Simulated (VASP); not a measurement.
# A VASP 6.6.1 single-point calculation on PbSe

INCAR

```
LDAUL = 2 2 2
LDAUU = 4 4 4
ISMEAR = -1
LASPH = .TRUE.
NBANDS = 17
LDAU = .TRUE.
GGA = PE
SIGMA = 0.02
PREC = Accurate
NSW = 0
LWAVE = .FALSE.
IBRION = -1
NELM = 85
EDIFF = 1E-7
LDAUTYPE = 2
ISIF = 2
LCHARG = .FALSE.
LREAL = .FALSE.
ENCUT = 520
```

KPOINTS

```
KPOINTS created by Atomic Simulation Environment
0
Gamma
8 8 8
0 0 0
```

POSCAR

```
Pb Se
 1.0000000000000000
    -0.0000000000000000    3.0887022204744010    3.0887022204744010
     3.0887022204744010   -0.0000000000000000    3.0887022204744010
     3.0887022204744010    3.0887022204744010   -0.0000000000000000
 Pb  Se
   1   1
Cartesian
 -0.0000000000000000 -0.0000000000000000 -0.0000000000000000
  3.0887022204744010  3.0887022204744010  3.0887022204744010
```

The recommended PBE PAW datasets give the neutral cell 20 valence electrons.

Command

```
mpirun -np 1 vasp_std
```

Problem. How does this run end, and what does it give?

Solution. It converged. Results: gap between bands v and c on the k mesh 0.44 eV; least direct gap on the k mesh 0.44 eV; pressure 0.7 GPa. Band v is the last that the valence electrons fill when counted band by band, and c is the next.

OSZICAR

```
N       E                     dE             d eps       ncg     rms          rms(c)
DAV:   1     0.157745721991E+03    0.15775E+03   -0.96280E+03   986   0.120E+03
DAV:   2     0.492015322173E+01   -0.15283E+03   -0.14829E+03  1042   0.306E+02
DAV:   3    -0.788624379138E+01   -0.12806E+02   -0.12712E+02  1287   0.978E+01
DAV:   4    -0.821229549580E+01   -0.32605E+00   -0.32568E+00  1152   0.171E+01
DAV:   5    -0.822221010452E+01   -0.99146E-02   -0.99138E-02  1386   0.295E+00    0.268E+00
DAV:   6    -0.793730302516E+01    0.28491E+00   -0.73946E-01  1423   0.532E+00    0.147E+00
DAV:   7    -0.793654006376E+01    0.76296E-03   -0.11997E-01  1133   0.164E+00    0.857E-01
DAV:   8    -0.794158951497E+01   -0.50495E-02   -0.15091E-02  1121   0.126E+00    0.262E-01
DAV:   9    -0.794088839311E+01    0.70112E-03   -0.23766E-03  1366   0.452E-01    0.769E-02
DAV:  10    -0.794098607488E+01   -0.97682E-04   -0.24243E-04  1115   0.962E-02    0.187E-02
DAV:  11    -0.794099216490E+01   -0.60900E-05   -0.30056E-05  1269   0.525E-02    0.354E-03
DAV:  12    -0.794099261504E+01   -0.45015E-06   -0.20691E-06  1191   0.909E-03    0.108E-03
DAV:  13    -0.794099268706E+01   -0.72018E-07   -0.23617E-07  1137   0.266E-03
   1 F= -.79409927E+01 E0= -.79409926E+01  d E =-.130837E-06
```

Standard output (part)

```
POSCAR found type information on POSCAR PbSe
 POSCAR found :  2 types and       2 ions
 LDA part: xc-table for (Slater+PW92), standard interpolation
 POSCAR, INCAR and KPOINTS ok, starting setup
 WAVECAR not read
 entering main loop
```

These settings aren't sound, so the numbers aren't properties of the crystal.

The fault: wrong count of Hubbard values.

On sound settings PBE gives a gap of 0.38 eV on its mesh and a pressure of 0.9 GPa for the intended cell. This run's energy (σ→0) differs from it by 127 meV an atom.
